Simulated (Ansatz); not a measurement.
# Where the states of Ga lie

```cif
data_structure
_symmetry_space_group_name_H-M 'Fm-3m'
_symmetry_Int_Tables_number 225
_cell_length_a 4.2348
_cell_length_b 4.2348
_cell_length_c 4.2348
_cell_angle_alpha 90.000
_cell_angle_beta 90.000
_cell_angle_gamma 90.000
_cell_volume 75.95
loop_
_atom_site_label
_atom_site_type_symbol
_atom_site_symmetry_multiplicity
_atom_site_Wyckoff_symbol
_atom_site_fract_x
_atom_site_fract_y
_atom_site_fract_z
_atom_site_occupancy
Ga1 Ga 4 a 0.00000 0.00000 0.00000 1
```

The runs use the primitive cell with vectors (0.000, 2.117, 2.117), (2.117, 0.000, 2.117), (2.117, 2.117, 0.000) Å, to which the k mesh refers.

The cell was built from the fcc type and relaxed in the same program, and has space group Fm-3m; it needn't be a known or the stable phase.

All numbers below come from Ansatz 0.2.0, DFT, PBE, all-electron LAPW, scalar-relativistic.

Numerical set-up: a Γ-centred 17×17×17 k mesh, Fermi–Dirac smearing of 0.05 eV, basis error target 0.25 meV/atom, no spin polarisation.

States per eV and cell, averaged over 0.6 eV, from -11.2 to 6.6 eV, with energies (bin centres) from the Fermi level; empty bins are left out. 

| E (eV) | total |
| --- | --- |
| -11.0 | 0.02 |
| -10.4 | 0.09 |
| -9.8 | 0.13 |
| -9.2 | 0.16 |
| -8.6 | 0.19 |
| -8.0 | 0.21 |
| -7.4 | 0.23 |
| -6.8 | 0.25 |
| -6.2 | 0.28 |
| -5.6 | 0.30 |
| -5.0 | 0.35 |
| -4.4 | 0.32 |
| -3.8 | 0.29 |
| -3.2 | 0.33 |
| -2.6 | 0.36 |
| -2.0 | 0.30 |
| -1.4 | 0.39 |
| -0.8 | 0.45 |
| -0.2 | 0.36 |
| 0.4 | 0.43 |
| 1.0 | 0.43 |
| 1.6 | 0.43 |
| 2.2 | 0.45 |
| 2.8 | 0.47 |
| 3.4 | 0.49 |
| 4.0 | 0.52 |
| 4.6 | 0.58 |
| 5.2 | 0.62 |
| 5.8 | 0.57 |
| 6.4 | 0.52 |
